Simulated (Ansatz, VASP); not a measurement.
CsH: VASP beside Ansatz

Contents of INCAR:

```
SYSTEM = CsH
  PREC = Accurate
  ENCUT = 520
  EDIFF = 1E-6
  ISMEAR = 0
  SIGMA = 0.05
  LREAL = .False.
  LASPH = .True.
  NELM = 60
  ALGO = Normal
  ISIF = 2
  LWAVE = .False.
  LCHARG = .True.
  LELF = .True.
  LVHAR = .True.
  NBANDS = 12
```

Contents of KPOINTS:

```
regular mesh
0
Gamma
  8 8 8
  0 0 0
```

POSCAR

```
CsH
1.0
    3.8705779014      0.4653774016      0.4653774016
    0.4653774016      3.8705779014      0.4653774016
    0.4653774016      0.4653774016      3.8705779014
Cs H
1 1
Direct
    0.0000000000      0.0000000000      0.0000000000
    0.5000000000      0.5000000000      0.5000000000
```

Input for Ansatz:

```yaml
crystal:
  lattice:
    - [3.8705779014, 0.4653774016, 0.4653774016]
    - [0.4653774016, 3.8705779014, 0.4653774016]
    - [0.4653774016, 0.4653774016, 3.8705779014]
  atoms:
    - { symbol: Cs, position: [0.0, 0.0, 0.0] }
    - { symbol: H, position: [0.5, 0.5, 0.5] }
basis:
  ecutwfc: 420
kpoints:
  mp_grid: { grid: [8, 8, 8] }
hamiltonian:
  xc: lda
scf:
  occupations: { method: gaussian, width: 0.05 }
output:
  forces: true
  stress: true
  eigenvalues: true
```

Alike in both runs: task single point; functional LDA; k mesh 8 × 8 × 8; occupations gaussian, width 0.05 eV; no spin polarisation.

```csv
,VASP,Ansatz
version,VASP 6.6.1,Ansatz 0.2.0
potentials or method,"VASP PAW LDA potentials, release 64 (Cs_sv, H)","scalar-relativistic, plane waves, PAW"
plane-wave cutoff (eV),520,420
valence electrons in the cell,10,10
```

Ansatz gave:

```
gap on the k mesh at the Fermi level (eV)       : 1.69
least direct gap on the mesh (eV)               : 1.69
pressure (GPa)                                  : -0.7
largest component of the traceless stress (GPa) : 0.07
```

**Question.** Estimate VASP's values.

**Answer.** gap on the k mesh at the Fermi level (eV): 1.65; least direct gap on the mesh (eV): 1.65; pressure (GPa): -0.6; largest component of the traceless stress (GPa): 0.06.

Caveats: spin-orbit coupling is left out, which moves the levels of the heavy elements. A k mesh can miss the band edges.
